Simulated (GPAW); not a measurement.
## Magnetic state of Fe2 on MgO3 001 from several starts

Does Fe2 on MgO3 001 prefer parallel or opposed moments, or none?

Calculated with GPAW 26.7.0; PBE; plane waves with GPAW's PAW setups, scalar-relativistic.

### Step 1. The structure

The cell holds 8 atoms: 3 Mg, 3 O and 2 Fe. Cell: a = 2.978 Å, b = 2.978 Å, c = 19.692 Å, α = 90.0°, β = 90.0°, γ = 90.0°. ideal sites on the substrate's mesh, layer spacings from atomic volumes, unrelaxed, 12 A of vacuum. Vacuum lies along c.

### Step 2. Start 1: ferro ++

The parallel start comes first: it fits the smallest cell, keeps the most symmetry and shows whether parallel moments form.

File order1.py:

```python
import json
import numpy as np
from ase import Atoms
from ase.parallel import paropen, parprint
from gpaw import GPAW

atoms = Atoms(['Mg', 'O', 'Mg', 'O', 'Mg', 'O', 'Fe', 'Fe'],
    cell=[[2.978334, 0.0, 0.0],
         [0.0, 2.978334, 0.0],
         [0.0, 0.0, 19.692]],
    scaled_positions=[[0.0, 0.0, 0.304692],
         [0.5, 0.5, 0.304692],
         [0.5, 0.5, 0.411639],
         [0.0, 0.0, 0.411639],
         [0.0, 0.0, 0.518586],
         [0.5, 0.5, 0.518586],
         [0.5, 0.5, 0.627768],
         [0.0, 0.0, 0.695308]],
    pbc=True,
    magmoms=[0.0, 0.0, 0.0, 0.0, 0.0, 0.0, 2.6, 2.6])
atoms.calc = GPAW(mode={'name': 'pw', 'ecut': 600},
    xc='PBE',
    kpts={'size': (16, 16, 1), 'gamma': True},
    occupations={'name': 'fermi-dirac', 'width': 0.05},
    convergence={'density': 1e-05, 'energy': 1e-05},
    maxiter=250,
    mixer={'name': 'pulay', 'beta': 0.03, 'nmaxold': 8, 'weight': 100},
    symmetry={'tolerance': 1e-4},
    txt='order1.txt')
e = atoms.get_potential_energy(force_consistent=True)
res = {'free_energy': e, 'energy_sigma0': atoms.get_potential_energy(), 'fermi_energy': atoms.calc.get_fermi_level()}
res['moments'] = atoms.get_magnetic_moments().tolist()
res['total'] = atoms.get_magnetic_moment()
parprint('site moments (muB):', np.round(res['moments'], 3))
parprint(f"total moment: {res['total']:.3f} muB")
parprint(f'free energy: {e:.6f} eV')
atoms.calc.write('order1.gpw')
with paropen('results.json', 'w') as f:
    json.dump(res, f)
```

Run with:

```
> OMP_NUM_THREADS=1 mpirun -n 4 gpaw python order1.py > order1.log
```

The log of the run:

```text
site moments (muB): [ 0.000e+00  0.000e+00  1.000e-03  1.000e-03 -7.000e-03  1.400e-02
  2.694e+00  2.908e+00]
total moment: 5.716 muB
free energy: -51.496092 eV

--- order1.txt ---
Input parameters:
  mode=PW(ecut=600),
  convergence={'density': 1e-05, 'energy': 1e-05},
  kpts=MonkhorstPack(size=(16, 16, 1), gamma=True),
  maxiter=250,
  mixer=Pulay(name='pulay', nmaxold=8, beta=0.03, weight=100, sigma=0.015, g_ss=None),
  occupations=Occupations(name='fermi-dirac', width=0.05),
  symmetry=Symmetry(tolerance=0.0001),
  xc=XC(name='PBE')

Diagonalizing LCAO Hamiltonian
Converting LCAO to pw mode
   .------.
  /|      |
 * |      |
 | |      |
 | |      |
 | |      |
 | |      |
 | |      |
 | |      |
 Fe|      |
 | | Fe   |
 | |      |
 | |      |
 | | O    |
 Mg|      |
 | | Mg   |
 O |      |
 | |      |
 | | O    |
 Mg|      |
 | |      |
 | |      |
 | |      |
 | |      |
 | .------.
 |/      /
 *------*

Atoms  # Å, Bohr magnetons
|   | symbol |        x |        y |         z |    initial magnetic moments |
|---|--------|----------|----------|-----------|-----------------------------|
| 0 |     Mg | 0.000000 | 0.000000 |  5.999995 | ( 0.0000,  0.0000,  0.0000) |
| 1 |      O | 1.489167 | 1.489167 |  5.999995 | ( 0.0000,  0.0000,  0.0000) |
| 2 |     Mg | 1.489167 | 1.489167 |  8.105995 | ( 0.0000,  0.0000,  0.0000) |
| 3 |      O | 0.000000 | 0.000000 |  8.105995 | ( 0.0000,  0.0000,  0.0000) |
| 4 |     Mg | 0.000000 | 0.000000 | 10.211996 | ( 0.0000,  0.0000,  0.0000) |
| 5 |      O | 1.489167 | 1.489167 | 10.211996 | ( 0.0000,  0.0000,  0.0000) |
| 6 |     Fe | 1.489167 | 1.489167 | 12.362007 | ( 0.0000,  0.0000,  2.6000) |
| 7 |     Fe | 0.000000 | 0.000000 | 13.692005 | ( 0.0000,  0.0000,  2.6000) |

Unit cell  # Å
| periodic |        x |        y |         z |   lengths |    angles |
|----------|----------|----------|-----------|-----------|-----------|
|      yes | 2.978334 | 0.000000 |  0.000000 |  2.978334 | 90.000000 |
|      yes | 0.000000 | 2.978334 |  0.000000 |  2.978334 | 90.000000 |
|      yes | 0.000000 | 0.000000 | 19.692000 | 19.692000 | 90.000000 |

Number of symmetries: 8

BZ-sampling:
  Number of BZ points: 256
  Number of IBZ points: 45

  Monkhorst-Pack size: [16, 16, 1]
  Monkhorst-Pack shift: [0.03125, 0.03125, 0.0]

K-points  # in reciprocal-cell coordinates
|     |                                coordinates |     weight |
|-----|--------------------------------------------|------------|
|   0 | (  0.00000000,   0.00000000,   0.00000000) | 0.00390625 |
|   1 | (  0.06250000,   0.00000000,   0.00000000) | 0.01562500 |
|   2 | (  0.06250000,   0.06250000,   0.00000000) | 0.01562500 |
|   3 | (  0.12500000,   0.00000000,   0.00000000) | 0.01562500 |
|   4 | (  0.12500000,   0.06250000,   0.00000000) | 0.03125000 |
|   5 | (  0.12500000,   0.12500000,   0.00000000) | 0.01562500 |
|   6 | (  0.18750000,   0.00000000,   0.00000000) | 0.01562500 |
|   7 | (  0.18750000,   0.06250000,   0.00000000) | 0.03125000 |
|   8 | (  0.18750000,   0.12500000,   0.00000000) | 0.03125000 |
|   9 | (  0.18750000,   0.18750000,   0.00000000) | 0.01562500 |
| ... |                                            |            |
|  44 | (  0.50000000,   0.50000000,   0.00000000) | 0.00390625 |

Plane wave coefficients: 5890
Cutoff: 600.0 eV

Spin-components: 2 (collinear spins)
Bands:           46
Projectors:      42
Spin-degeneracy: 1
Datatype:        complex128

Parallelization:
  kpt:    4
  domain: 1
  band:   1

Density:
  Valence electrons: 64.0
  Components: 2
  Grid points: [ 18  18 112]
  Charge: 0.0  # |e|

Potential:
  Grid points: [ 18  18 112]

species:
  Mg:
    name:    Magnesium
    Z:       12.0
    valence: 10
    core:    2
    charge:  0.0  # [|e|]
    compensation charges:
      type: gauss
      rc: 0.33  # [Å]
      lmax: 2
    cutoffs:
      filter: 1.86  # [Å]
      core: 0.54  # [Å]
    projectors
    | kind |    occ | energy [eV] | rcut [Å] |
    |------|--------|-------------|----------|
    |   2s |  2.000 |     -79.840 |    1.090 |
    |   3s |  2.000 |      -4.705 |    1.090 |
    |   2p |  6.000 |     -46.613 |    1.085 |
    |   3p |  0.000 |      -1.330 |    1.085 |
    |    d |        |       0.000 |    1.037 |

    Using partial waves for Mg as LCAO basis

  O:
    name:    Oxygen
    Z:       8.0
    valence: 6
    core:    2
    charge:  0.0  # [|e|]
    compensation charges:
      type: gauss
      rc: 0.21  # [Å]
      lmax: 2
    cutoffs:
      filter: 1.17  # [Å]
      core: 0.83  # [Å]
    projectors
    | kind |    occ | energy [eV] | rcut [Å] |
    |------|--------|-------------|----------|
    |   2s |  2.000 |     -23.961 |    0.688 |
    |   2p |  4.000 |      -9.029 |    0.598 |
    |    s |        |       3.251 |    0.688 |
    |    p |        |      18.182 |    0.598 |
    |    d |        |       0.000 |    0.619 |

    Using partial waves for O as LCAO basis

  Fe:
    name:    Iron
    Z:       26.0
    valence: 8
    core:    18
    charge:  0.0  # [|e|]
    compensation charges:
      type: gauss
      rc: 0.33  # [Å]
      lmax: 2
    cutoffs:
      filter: 2.06  # [Å]
      core: 2.67  # [Å]
    projectors
    | kind |    occ | energy [eV] | rcut [Å] |
    |------|--------|-------------|----------|
    |   4s |  2.000 |      -5.291 |    1.164 |
    |   4p |  0.000 |      -1.326 |    1.058 |
    |   3d |  6.000 |      -7.505 |    1.058 |
    |    s |        |      21.920 |    1.164 |
    |    p |        |      25.885 |    1.058 |
    |    d |        |      19.706 |    1.058 |

    Using partial waves for Fe as LCAO basis

Reference energy: -91710.400769  # eV

eigensolver:
  PPCG
  Converge bands: occupied
  niter=2

density mixing:
  Pulay-Mixer
  Linear mixing parameters: 0.03
  Old densities: 8
  Fourier metric: weight=100, sigma=0.015

occupation numbers:
  Fermi-Dirac:
    width: 0.0500  # eV

poisson solver:
  ecut: 4800.0  # eV

xc functional:
  name: PBE with 2 nearest neighbor stencil

convergence criteria:
- Maximum integral of absolute [dens]ity change: 1e-05 electrons / valence electron
- Maximum [total energy] change in last 3 cyles: 1e-05 eV / valence electron
- Maximum integral of absolute [eigenst]ate change: 4e-08 eV^2 / valence electron
maximum number of iterations: 250

SCF iterations
|iter     |      energy | eigst |  dens |  magmom |
|---------|-------------|-------|-------|---------|
|iter:   1|       0s |  -56.444677 | +0.39 |       |  +5.2094|
|iter:   2|       9s |  -55.590315 | -1.17 | -0.90 |  +5.2177|
|iter:   3|      18s |  -54.338410 | -1.42 | -0.94 |  +5.2336|
|iter:   4|      27s |  -51.411857 | -0.44 | -0.99 |  +5.3177|
|iter:   5|      37s |  -51.389499 | -2.01 | -1.29 |  +5.3335|
|iter:   6|      46s |  -51.381797 | -1.85 | -1.31 |  +5.4166|
|iter:   7|      55s |  -51.376721 | -3.01 | -1.43 |  +5.4244|
|iter:   8|      64s |  -51.422304 | -2.61 | -1.48 |  +5.4839|
|iter:   9|      73s |  -51.477459 | -2.16 | -1.60 |  +5.5904|
|iter:  10|      83s |  -51.474977 | -2.95 | -1.91 |  +5.6098|
[... 19 iterations left out ...]
|iter:  30|     261s |  -51.483389c| -7.55c| -4.35 |  +5.7156|
|iter:  31|     266s |  -51.483390c| -7.49c| -4.35 |  +5.7157|
|iter:  32|     275s |  -51.483392c| -7.62c| -4.39 |  +5.7161|
|iter:  33|     279s |  -51.483393c| -7.61c| -4.52 |  +5.7162|
|iter:  34|     283s |  -51.483392c| -7.72c| -4.62 |  +5.7161|
|iter:  35|     288s |  -51.483392c| -8.46c| -4.76 |  +5.7162|
|iter:  36|     292s |  -51.483393c| -8.50c| -4.77 |  +5.7162|
|iter:  37|     296s |  -51.483393c| -8.53c| -4.83 |  +5.7162|
|iter:  38|     300s |  -51.483393c| -8.33c| -4.95 |  +5.7163|
|iter:  39|     305s |  -51.483393c| -8.56c| -5.03c|  +5.7163|

Converged in 39 steps
Energy contributions relative to reference atoms: (reference = -91710.400769)

Energy contributions:
  Kinetic:          46.677669
  Coulomb:         -39.094239
  Zero:              0.374260
  External:          0.000000
  Xc:              -59.428384
  Entropy:          -0.025398
  Spinorbit:         0.000000
  ----------------------------
  Free energy:     -51.496092
  Extrapolated:    -51.483393

dipole moment: (-24.118521, -24.118521, -0.221852)  # |e|*Ang

Total magnetic moment: (0.000000, 0.000000, 5.716326)

Local magnetic moments
|        x |        y |         z |
|----------|----------|-----------|
| 0.000000 | 0.000000 |  0.000490 |  # Mg   0
| 0.000000 | 0.000000 |  0.000233 |  # O    1
| 0.000000 | 0.000000 |  0.001437 |  # Mg   2
| 0.000000 | 0.000000 |  0.000537 |  # O    3
| 0.000000 | 0.000000 | -0.007135 |  # Mg   4
| 0.000000 | 0.000000 |  0.014416 |  # O    5
| 0.000000 | 0.000000 |  2.694113 |  # Fe   6
| 0.000000 | 0.000000 |  2.908432 |  # Fe   7

Fermi level: 2.650
Eigenvalues  # (at kpt = [0.000, 0.000, 0.000])
| band index |      eig [eV] | occ [0-1] |      eig [eV] | occ [0-1] |
|------------|---------------|-----------|---------------|-----------|
|          0 |       -73.606 |     1.000 |       -73.606 |     1.000 |
|        ... |               |           |               |           |
|         24 |        -1.416 |     1.000 |        -0.891 |     1.000 |
|         25 |        -0.903 |     1.000 |         0.075 |     1.000 |
|         26 |        -0.903 |     1.000 |         0.931 |     1.000 |
|         27 |         0.155 |     1.000 |         2.763 |     0.094 |
|         28 |         0.155 |     1.000 |         2.763 |     0.094 |
|         29 |         0.409 |     1.000 |         2.782 |     0.065 |
|         30 |         0.495 |     1.000 |         2.868 |     0.012 |
|         31 |         0.614 |     1.000 |         2.956 |     0.002 |
|         32 |         1.072 |     1.000 |         3.505 |     0.000 |
|         33 |         1.072 |     1.000 |         3.857 |     0.000 |
|         34 |         1.793 |     1.000 |         3.857 |     0.000 |
|         35 |         2.457 |     0.979 |         4.170 |     0.000 |
|         36 |         3.067 |     0.000 |         4.409 |     0.000 |
|         37 |         4.722 |     0.000 |         5.213 |     0.000 |
|         38 |         5.119 |     0.000 |         5.345 |     0.000 |
|        ... |               |           |               |           |
|         45 |        12.797 |     0.000 |        10.773 |     0.000 |

No gap
No difference between direct/indirect transitions
```

Run time: 5.3 min. Hardware: 4 MPI ranks of Arm Neoverse V2, shared host; peak memory 1.4 GiB.

Spin moment in the augmentation sphere by atom:

```
atom  spin moment in the augmentation sphere (μB)
 Mg1                                         0.00
  O2                                         0.00
 Mg3                                         0.00
  O4                                         0.00
 Mg5                                        -0.01
  O6                                         0.01
 Fe7                                         2.69
 Fe8                                         2.91
```

This step gave:

```
magnetization : 5.716 μB
final state   : ferromagnetic
```

After 39 cycles the largest moment stands at 2.91 μB.

### Step 3. Start 2: antiferro +-

An opposed order shows whether the pairs that it reverses prefer unlike signs.

order2.py is the script of step 2 with these lines changed:

```diff
@@ -19,3 +19,3 @@
     pbc=True,
-    magmoms=[0.0, 0.0, 0.0, 0.0, 0.0, 0.0, 2.6, 2.6])
+    magmoms=[0.0, 0.0, 0.0, 0.0, 0.0, 0.0, 2.6, -2.6])
 atoms.calc = GPAW(mode={'name': 'pw', 'ecut': 600},
@@ -28,3 +28,3 @@
     symmetry={'tolerance': 1e-4},
-    txt='order1.txt')
+    txt='order2.txt')
 e = atoms.get_potential_energy(force_consistent=True)
@@ -36,3 +36,3 @@
 parprint(f'free energy: {e:.6f} eV')
-atoms.calc.write('order1.gpw')
+atoms.calc.write('order2.gpw')
 with paropen('results.json', 'w') as f:
```

Run with:

```
> OMP_NUM_THREADS=1 mpirun -n 4 gpaw python order2.py > order2.log
```

The log of the run:

```text
Input parameters:
  mode=PW(ecut=600),
  convergence={'density': 1e-05, 'energy': 1e-05},
  kpts=MonkhorstPack(size=(16, 16, 1), gamma=True),
  maxiter=250,
  mixer=Pulay(name='pulay', nmaxold=8, beta=0.03, weight=100, sigma=0.015, g_ss=None),
  occupations=Occupations(name='fermi-dirac', width=0.05),
  symmetry=Symmetry(tolerance=0.0001),
  xc=XC(name='PBE')

Diagonalizing LCAO Hamiltonian
Converting LCAO to pw mode
   .------.
  /|      |
 * |      |
 | |      |
 | |      |
 | |      |
 | |      |
 | |      |
[...]
Fe|      |
 | | Fe   |
[...]
| | O    |
 Mg|      |
 | | Mg   |
 O |      |
[...]
| | O    |
 Mg|      |
 | |      |
 | |      |
 | |      |
 | |      |
 | .------.
 |/      /
 *------*

Atoms  # Å, Bohr magnetons
|   | symbol |        x |        y |         z |    initial magnetic moments |
|---|--------|----------|----------|-----------|-----------------------------|
| 0 |     Mg | 0.000000 | 0.000000 |  5.999995 | ( 0.0000,  0.0000,  0.0000) |
| 1 |      O | 1.489167 | 1.489167 |  5.999995 | ( 0.0000,  0.0000,  0.0000) |
| 2 |     Mg | 1.489167 | 1.489167 |  8.105995 | ( 0.0000,  0.0000,  0.0000) |
| 3 |      O | 0.000000 | 0.000000 |  8.105995 | ( 0.0000,  0.0000,  0.0000) |
| 4 |     Mg | 0.000000 | 0.000000 | 10.211996 | ( 0.0000,  0.0000,  0.0000) |
| 5 |      O | 1.489167 | 1.489167 | 10.211996 | ( 0.0000,  0.0000,  0.0000) |
| 6 |     Fe | 1.489167 | 1.489167 | 12.362007 | ( 0.0000,  0.0000,  2.6000) |
| 7 |     Fe | 0.000000 | 0.000000 | 13.692005 | ( 0.0000,  0.0000, -2.6000) |

Number of symmetries: 8

BZ-sampling:
  Number of BZ points: 256
  Number of IBZ points: 45

  Monkhorst-Pack size: [16, 16, 1]
  Monkhorst-Pack shift: [0.03125, 0.03125, 0.0]

Plane wave coefficients: 5890
Cutoff: 600.0 eV

Spin-components: 2 (collinear spins)
Bands:           43
Projectors:      42
Spin-degeneracy: 1
Datatype:        complex128

Parallelization:
  kpt:    4
  domain: 1
  band:   1

Density:
  Valence electrons: 64.0
  Components: 2
  Grid points: [ 18  18 112]
  Charge: 0.0  # |e|

Potential:
  Grid points: [ 18  18 112]

[... setups left out ...]
Reference energy: -91710.400769  # eV

convergence criteria:
- Maximum integral of absolute [dens]ity change: 1e-05 electrons / valence electron
- Maximum [total energy] change in last 3 cyles: 1e-05 eV / valence electron
- Maximum integral of absolute [eigenst]ate change: 4e-08 eV^2 / valence electron
maximum number of iterations: 250

SCF iterations
|iter     |      energy | eigst |  dens |  magmom |
|---------|-------------|-------|-------|---------|
|iter:   1|       0s |  -55.610977 | +0.39 |       |  -0.0000|
|iter:   2|       9s |  -54.765235 | -1.14 | -0.92 |  -0.0258|
|iter:   3|      17s |  -53.758821 | -1.38 | -0.99 |  -0.0397|
|iter:   4|      26s |  -50.719956 | -0.27 | -1.03 |  -0.1645|
|iter:   5|      34s |  -50.703640 | -2.08 | -1.38 |  -0.1721|
|iter:   6|      43s |  -50.645332 | -1.92 | -1.36 |  -0.2920|
[...]
[... 141 iterations left out ...]
[...]
|iter: 158|    1374s |  -50.769492 | -3.39 | -2.81 |  -1.7402|
|iter: 159|    1383s |  -50.770556 | -4.31 | -2.88 |  -1.7845|
|iter: 160|    1392s |  -50.769239 | -4.48 | -2.86 |  -1.7275|
|iter: 161|    1401s |  -50.766662 | -3.88 | -2.87 |  -1.6214|
```

It took 24 min on 4 MPI ranks; peak memory 1.4 GiB.

The run was cut off at its time limit.

It was cut off while still iterating. More time helps where the residual falls; where it has stalled, the mixing must change.

### Step 4. Start 3: no spin polarisation

A run without seeds gives the energy of the state without moments.

nospin.py is the script of step 3 with these lines changed:

```diff
@@ -18,4 +18,3 @@
          [0.0, 0.0, 0.695308]],
-    pbc=True,
-    magmoms=[0.0, 0.0, 0.0, 0.0, 0.0, 0.0, 2.6, -2.6])
+    pbc=True)
 atoms.calc = GPAW(mode={'name': 'pw', 'ecut': 600},
@@ -28,11 +27,7 @@
     symmetry={'tolerance': 1e-4},
-    txt='order2.txt')
+    txt='nospin.txt')
 e = atoms.get_potential_energy(force_consistent=True)
 res = {'free_energy': e, 'energy_sigma0': atoms.get_potential_energy(), 'fermi_energy': atoms.calc.get_fermi_level()}
-res['moments'] = atoms.get_magnetic_moments().tolist()
-res['total'] = atoms.get_magnetic_moment()
-parprint('site moments (muB):', np.round(res['moments'], 3))
-parprint(f"total moment: {res['total']:.3f} muB")
 parprint(f'free energy: {e:.6f} eV')
-atoms.calc.write('order2.gpw')
+atoms.calc.write('nospin.gpw')
 with paropen('results.json', 'w') as f:
```

Run with:

```
> OMP_NUM_THREADS=1 mpirun -n 4 gpaw python nospin.py > nospin.log
```

The log of the run:

```text
free energy: -50.020497 eV

--- nospin.txt ---
Input parameters:
  mode=PW(ecut=600),
  convergence={'density': 1e-05, 'energy': 1e-05},
  kpts=MonkhorstPack(size=(16, 16, 1), gamma=True),
  maxiter=250,
  mixer=Pulay(name='pulay', nmaxold=8, beta=0.03, weight=100, sigma=0.015, g_ss=None),
  occupations=Occupations(name='fermi-dirac', width=0.05),
  symmetry=Symmetry(tolerance=0.0001),
  xc=XC(name='PBE')

[...]
|        ... |               |           |
|         24 |        -1.174 |     2.000 |
|         25 |        -0.591 |     2.000 |
|         26 |        -0.385 |     2.000 |
|         27 |         1.321 |     2.000 |
[...]
|         37 |         4.893 |     0.000 |
|         38 |         5.197 |     0.000 |
|         39 |         6.576 |     0.000 |
|        ... |               |           |
|         42 |         9.305 |     0.000 |

No gap
No difference between direct/indirect transitions

[key lines of the parts left out:]
Free energy:     -50.020497
Converged in 34 steps
dipole moment: (-24.143176, -24.143176, -0.316339)  # |e|*Ang
Fermi level: 2.296
```

Run time: 2.4 min. Hardware: 4 MPI ranks; peak memory 1.1 GiB; 9.7 min of CPU time.

Numbers from this step:

```yaml
final_state: non-magnetic (no spin polarisation)
```

It lies 738 meV a seeded atom over the first start.

### Step 5. Ranking

These are free energies at a smearing of 0.05 eV, so its entropy term is in the differences. They are divided by the number of seeded atoms, so that cells of unlike size compare.

Orders:

```
               start    final state  typed order kept  energy over the lowest (meV a seeded atom)  largest site moment (μB)  net moment (μB a primitive cell)  mesh matched  CPU time (s)
            ferro ++  ferromagnetic               yes                                           0                     2.908                             5.716           yes          1278
no spin polarisation   non-magnetic                 -                                       737.8                         0                                 0           yes         584.4
```

### Step 6. Summary of results

```
lower run                          : with moments
largest site moment                : 2.91 μB
next state                         : non-magnetic, 738 meV a seeded atom higher
energy gained by spin polarisation : 738 meV a seeded atom
```

What this shows: No opposed order could be compared. The parallel start holds moments up to 2.91 μB. 1 start gave no converged result and is missing from the ranking; where cut off, the energy had nearly settled, +358.4 meV a seeded atom from the lowest. No antiferromagnetic order was obtained, so the session says nothing on how the moments order.

[Logs and program files are shortened in this print: banners, set-up blocks, solver, clock and traceback lines can be left out without a mark of their own.]

[Logs are printed without paths, hosts, clocks, repeated set-up lines and the standing remarks that a program may print on its own settings, such as how far it seeks lower states.]

[Hosts, paths, dates, database ids (printed as entryN), source tags and the programs' standing remarks are cut or masked in the printed files.]

[Where a cell is said to come from a database of computed structures, the database is the Materials Project.]
